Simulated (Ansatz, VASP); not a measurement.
# CuO in VASP and in Ansatz

INCAR

```
PREC = Accurate ; ENCUT = 980
EDIFF = 1E-6 ; ISMEAR = -1
SIGMA = 0.05 ; LREAL = False
LASPH = True ; NELM = 60
ALGO = Fast ; ISIF = 3
LWAVE = False ; LCHARG = False
GGA = PE ; IBRION = 2
NSW = 60 ; EDIFFG = -0.02
```

KPOINTS

```
regular mesh
0
Gamma
  11 11 10
```

File POSCAR:

```
CuO
1.0
    2.8363251100      0.0000000000      0.0000000000
   -1.4181625500      2.4563296000      0.0000000000
    0.0000000000      0.0000000000      2.7681127800
Cu O
1 1
Direct
    0.0000000000      0.0000000000      0.0000000000
    0.6666666667      0.3333333333      0.5000000000
```

The input input.yaml:

```yaml
crystal:
  lattice:
    - [2.83632511, 0.0, 0.0]
    - [-1.41816255, 2.4563296, 0.0]
    - [0.0, 0.0, 2.76811278]
  atoms:
    - { symbol: Cu, position: [0.0, 0.0, 0.0] }
    - { symbol: O, position: [0.6666666667, 0.3333333333, 0.5] }
hamiltonian:
  xc: pbe
  pseudopotentials: { kind: paw }
kpoints:
  mp_grid: { grid: [11, 11, 10] }
scf:
  occupations: { method: fermi_dirac, width: 0.05 }
output:
  forces: true
  stress: true
  eigenvalues: true
  write_density: true
  write_potential: true
  elf: true
  volumetric_format: npy
relax:
  f_tol: 0.01
  max_steps: 40
  cell: { stress_tol: 0.05 }
```

Measurements of this composition are mostly on another form, of space group No. 15.

Alike in both runs: task relaxation of cell and atoms; functional PBE; k mesh 11 × 11 × 10; occupations fermi-dirac, width 0.05 eV; no spin polarisation.

|  | VASP | Ansatz |
| --- | --- | --- |
| version | VASP 6.6.1 | Ansatz 0.2.0 |
| potentials or method | VASP PAW PBE potentials, release 64 (Cu, O_h) | Ansatz PAW |
| plane-wave cutoff (eV) | 980 | 420 |
| valence electrons in the cell | 17 | 25 |

```csv
,VASP,Ansatz,Ansatz less VASP
"gap on the k mesh at the Fermi level, each at its own relaxed structure (eV)",none,none,-
relaxed volume (Å³/atom),9.71,9.69,-0.020
relaxed cell length with the largest relative difference (Å),2.690,2.688,-0.0021
energy change over the relaxation (meV/atom),-10,-9,+0.2
```

A gap of «none» marks a metal or a gap that the smearing closes. The two sets of potentials don't hold the same shells in valence.

Caveats: an odd number of electrons without spin polarisation forces a metal; a magnetic or distorted state may lie lower; the run has no spin polarisation, though such a crystal can be magnetic; semilocal functionals often make such compounds metallic where correlation or magnetic order opens a gap, which also shifts bond lengths; the plane-wave basis is chosen anew once the cell has moved, so the energies of steps on either side of that aren't comparable (Ansatz); the pressure holds a Pulay correction of +0.7 GPa for the finite cutoff (Ansatz). With open d or f shells a metallic result of PBE can be an artefact of self-interaction; +U or a hybrid may open a gap.
